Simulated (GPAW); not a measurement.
Crystal: Nb.

```
Nb
1.0
    -1.66395    1.66395    1.66395
     1.66395   -1.66395    1.66395
     1.66395    1.66395   -1.66395
Nb
1
Direct
  0.00000 0.00000 0.00000
```

Base run:

| Item | Value |
| --- | --- |
| Program | GPAW 26.7.0 |
| Functional | LDA |
| Potentials or basis | the program's PAW data sets (release 1.2.1) made for this functional |
| Cutoff | 600 eV |
| Basis | pw |
| k mesh | 11 × 11 × 11 |
| Occupations | gaussian, width 0.1 eV |
| Spin | no spin polarisation |

Its results: pressure -12.4 GPa.

The run is repeated on the same cell with these changes: functional from LDA to revPBE; occupations from gaussian, width 0.1 eV to fermi-dirac, width 0.05 eV. What comes out?

Pressure -0.6 GPa.
